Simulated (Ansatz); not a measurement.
GaN in the wurtzite structure: a relaxation of cell and atoms in Ansatz (LDA). It starts from the PBE minimum.

```yaml
crystal:
  lattice:
    - [3.218318014, 0.0, 0.0]
    - [-1.609159007, 2.7871451576, 0.0]
    - [0.0, 0.0, 5.2432518876]
  atoms:
    - { symbol: Ga, position: [0.3333333333, 0.6666666667, -0.000852459] }
    - { symbol: Ga, position: [0.6666666667, 0.3333333333, 0.499147541] }
    - { symbol: "N", position: [0.3333333333, 0.6666666667, 0.375852459] }
    - { symbol: "N", position: [0.6666666667, 0.3333333333, 0.875852459] }
kpoints:
  mp_grid: { grid: [12, 12, 4] }
hamiltonian:
  xc: lda
scf:
  occupations: { method: fermi_dirac, width: 0.02 }
relax:
  f_tol: 0.005
  cell: {}
```

The trajectory has 8 recorded frames, each with fractional positions and then forces in eV/Å along x, y and z. The last, and any step after a large change of cell, is solved on a basis re-selected at its cell; pressure is positive in compression.

Step 1: energy 0.0 meV/atom from step 1, largest force component 0.001 eV/Å, pressure -10.96 GPa; a = 3.218 Å, b = 3.218 Å, c = 5.243 Å, α = 90.00°, β = 90.00°, γ = 120.00°
```
Ga 0.3333 0.6667 0.9991     0.000   0.000  -0.001
Ga 0.6667 0.3333 0.4991     0.000   0.000  -0.001
N  0.3333 0.6667 0.3759     0.000   0.000   0.001
N  0.6667 0.3333 0.8759     0.000   0.000   0.001
```

Step 2: energy -23.1 meV/atom from step 1, largest force component 0.005 eV/Å, pressure -4.41 GPa; a = 3.178 Å, b = 3.178 Å, c = 5.177 Å, α = 90.00°, β = 90.00°, γ = 120.00°
```
Ga 0.3333 0.6667 0.9992     0.000   0.000   0.005
Ga 0.6667 0.3333 0.4992     0.000   0.000   0.005
N  0.3333 0.6667 0.3758     0.000   0.000  -0.005
N  0.6667 0.3333 0.8758     0.000   0.000  -0.005
```

Q: How does the relaxation go on, and where does it end?

A:
Step 3: energy -27.8 meV/atom from step 1, largest force component 0.006 eV/Å, pressure +0.49 GPa; a = 3.151 Å, b = 3.151 Å, c = 5.137 Å, α = 90.00°, β = 90.00°, γ = 120.00°
```
Ga 0.3333 0.6667 0.9993     0.000   0.000   0.006
Ga 0.6667 0.3333 0.4993     0.000   0.000   0.006
N  0.3333 0.6667 0.3757     0.000   0.000  -0.006
N  0.6667 0.3333 0.8757     0.000   0.000  -0.006
```

Step 4: energy -27.7 meV/atom from step 1, largest force component 0.035 eV/Å, pressure 0.00 GPa; a = 3.153 Å, b = 3.153 Å, c = 5.140 Å, α = 90.00°, β = 90.00°, γ = 120.00°
```
Ga 0.3333 0.6667 0.9996     0.000   0.000  -0.035
Ga 0.6667 0.3333 0.4996     0.000   0.000  -0.035
N  0.3333 0.6667 0.3754     0.000   0.000   0.035
N  0.6667 0.3333 0.8754     0.000   0.000   0.035
```

Step 5: energy -27.7 meV/atom from step 1, largest force component 0.004 eV/Å, pressure +0.04 GPa; a = 3.153 Å, b = 3.153 Å, c = 5.141 Å, α = 90.00°, β = 90.00°, γ = 120.00°
```
Ga 0.3333 0.6667 0.9993     0.000   0.000  -0.004
Ga 0.6667 0.3333 0.4993     0.000   0.000  -0.004
N  0.3333 0.6667 0.3757     0.000   0.000   0.005
N  0.6667 0.3333 0.8757     0.000   0.000   0.005
```

Step 6: energy -25.5 meV/atom from step 1, largest force component 0.005 eV/Å, pressure -0.23 GPa; a = 3.153 Å, b = 3.153 Å, c = 5.141 Å, α = 90.00°, β = 90.00°, γ = 120.00°
```
Ga 0.3333 0.6667 0.9993     0.000   0.000  -0.005
Ga 0.6667 0.3333 0.4993     0.000   0.000  -0.005
N  0.3333 0.6667 0.3757     0.000   0.000   0.005
N  0.6667 0.3333 0.8757     0.000   0.000   0.005
```

Step 7: energy -25.6 meV/atom from step 1, largest force component 0.000 eV/Å, pressure 0.00 GPa; a = 3.152 Å, b = 3.152 Å, c = 5.138 Å, α = 90.00°, β = 90.00°, γ = 120.00°
```
Ga 0.3333 0.6667 0.9993     0.000   0.000   0.000
Ga 0.6667 0.3333 0.4993     0.000   0.000   0.000
N  0.3333 0.6667 0.3757     0.000   0.000   0.000
N  0.6667 0.3333 0.8757     0.000   0.000   0.000
```

Step 8: energy -25.5 meV/atom from step 1, largest force component 0.000 eV/Å, pressure -0.01 GPa; a = 3.152 Å, b = 3.152 Å, c = 5.138 Å, α = 90.00°, β = 90.00°, γ = 120.00°
```
Ga 0.3333 0.6667 0.9993     0.000   0.000   0.000
Ga 0.6667 0.3333 0.4993     0.000   0.000   0.000
N  0.3333 0.6667 0.3757     0.000   0.000   0.000
N  0.6667 0.3333 0.8757     0.000   0.000   0.000
```

The walk took 6 steps and changed the volume by -6.0 %. The last SCF, on a fresh basis, lies 25.5 meV an atom below the first. At the end: the symmetry is P6_3mc (No. 186, hexagonal); conventional cell a = 3.152 Å, c = 5.138 Å, 11.05 Å³ an atom. Around Ga lie 4 N at 1.93 Å; around N lie 4 Ga at 1.93 Å.

Run as `ansatz run input.yaml --threads 4 --pin off --max-ram 7372MiB --backend cpu --events-out ev --progress --plain --runs-dir out`. Wall time 9.6 s on 4 threads of Arm Neoverse V1, with other jobs on the host; peak host memory 0.39 GiB.

Calculated for a static, non-magnetic cell.
